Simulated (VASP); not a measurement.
Wanted: the native input for a VASP 6.6.1 run.

| Item | Value |
| --- | --- |
| Task | band structure |
| Functional | PBE |
| Potentials or basis | VASP PAW PBE potentials, release 64 (Al_GW) |
| Cutoff | 550 eV |
| k mesh | 11 × 11 × 11 |
| Occupations | fermi-dirac, width 0.05 eV |
| Spin | no spin polarisation |
| Further INCAR settings | ALGO = Fast; EDIFF = 1e-06; NBANDS = 8 |

The structure of Al lies in POSCAR:

```
Al
1.0
    0.0000000000      2.0248050000      2.0248050000
    2.0248050000      0.0000000000      2.0248050000
    2.0248050000      2.0248050000      0.0000000000
Al
1
Direct
    0.0000000000      0.0000000000      0.0000000000
```

These files were run (other wordings do the same):

INCAR

```
  ALGO = Fast
  EDIFF = 1E-6
  ENCUT = 550
  GGA = PE
  ISIF = 2
  ISMEAR = -1
  LASPH = T
  LCHARG = F
  LREAL = F
  LWAVE = F
  NBANDS = 8
  NELM = 100
  PREC = Accurate
  SIGMA = 0.05
```

KPOINTS

```
k-points
0
Gamma
  11 11 11
```

KPOINTS_OPT

```
path GXWKGLUWLK,UX
10
line-mode
reciprocal
 0.0000000000  0.0000000000  0.0000000000  G
 0.5000000000  0.0000000000  0.5000000000  X

 0.5000000000  0.0000000000  0.5000000000  X
 0.5000000000  0.2500000000  0.7500000000  W

 0.5000000000  0.2500000000  0.7500000000  W
 0.3750000000  0.3750000000  0.7500000000  K

 0.3750000000  0.3750000000  0.7500000000  K
 0.0000000000  0.0000000000  0.0000000000  G

 0.0000000000  0.0000000000  0.0000000000  G
 0.5000000000  0.5000000000  0.5000000000  L

 0.5000000000  0.5000000000  0.5000000000  L
 0.6250000000  0.2500000000  0.6250000000  U

 0.6250000000  0.2500000000  0.6250000000  U
 0.5000000000  0.2500000000  0.7500000000  W

 0.5000000000  0.2500000000  0.7500000000  W
 0.5000000000  0.5000000000  0.5000000000  L

 0.5000000000  0.5000000000  0.5000000000  L
 0.3750000000  0.3750000000  0.7500000000  K

 0.6250000000  0.2500000000  0.6250000000  U
 0.5000000000  0.0000000000  0.5000000000  X
```

Potentials or basis: VASP PAW PBE potentials, release 64 (Al_GW).

Run with:

```bash
$ cat potpaw_PBE.64/Al_GW/POTCAR > POTCAR
$ mpirun -np 1 vasp_std > vasp.out
```

Results of the run:

| Quantity | Value |
| --- | --- |
| Pressure | -0.6 GPa |
| Band gap along the path | none (metal or under the smearing width) |

It took 13 s on 1 thread of Intel(R) Xeon(R) Platinum 8488C (Sapphire Rapids) (shared host), peak memory 0.14 GiB.
